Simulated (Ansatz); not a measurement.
# AlAs: the cost of one run

Program: the Python package of Ansatz 0.2.0. The levels of theory stand in the script. These are calculated values, not measurements.

**1. The system**

The structure is cubic, space group F-43m (No. 216). The conventional cell has a = 5.661 Å, b = 5.661 Å, c = 5.661 Å, α = 90.00°, β = 90.00°, γ = 90.00°. Al (site symmetry -43m) has 4 As at 2.45 Å as nearest neighbours. As (site symmetry -43m) is surrounded by 4 Al at 2.45 Å.

The script holds or builds the structure itself.

**2. The code**

ddh_alas.py reads:

```python
import warnings

import ansatz
import numpy as np


def count_gap(report):
    # lowest empty less highest filled band, counting bands; zero where they overlap
    return max(report.get("gap_by_band_count_ev") or 0.0, 0.0)

warnings.simplefilter("ignore", ansatz.DeckWarning)

structure = (
    ansatz.Lattice.of((0.0, 2.8304, 2.8304), (2.8304, 0.0, 2.8304), (2.8304, 2.8304, 0.0))
    .atom("Al", (0.0, 0.0, 0.0))
    .atom("As", (0.25, 0.25, 0.25))
)

job = structure.calculation()
job = job.kpoints(density=1.5).basis(16 * ansatz.Ha)
job = job.occupations("fixed")
job = job.band_table()
semilocal = job.functional("pbesol").run(threads=1, backend="cpu").report
hybrid = job.functional(exchange="pbesol", correlation="pbesol", exact_fraction="inverse_dielectric").run(threads=1, backend="cpu").report
alpha = hybrid["hybrid"]["exact_exchange_fraction"]
print(f"fraction of exact exchange {alpha:.4f}, so eps_inf = {1 / alpha:.2f}")
print(f"gap by band count: {count_gap(semilocal):.3f} eV semilocal, {count_gap(hybrid):.3f} eV hybrid")
```

**3. The calls as engine input**

The engine receives this input (first run):

```yaml
crystal:
  lattice:
    - [0.0, 2.8304, 2.8304]
    - [2.8304, 0.0, 2.8304]
    - [2.8304, 2.8304, 0.0]
  atoms:
    - { symbol: Al, position: [0.0, 0.0, 0.0] }
    - { symbol: As, position: [0.25, 0.25, 0.25] }
basis:
  ecutwfc: 435.382179935808
kpoints:
  mp_grid:
    kspacing: 0.6666666666666666
hamiltonian:
  xc: pbesol
scf:
  occupations:
    method: fixed
output:
  eigenvalues: true
```

**4. Running it**

Started as:

```sh
> python ddh_alas.py
```

Q: Estimate wall time and peak memory on 1 thread of AMD EPYC 7B13 (Zen 3), shared host.

About 17 s, with a peak of 0.62 GiB.
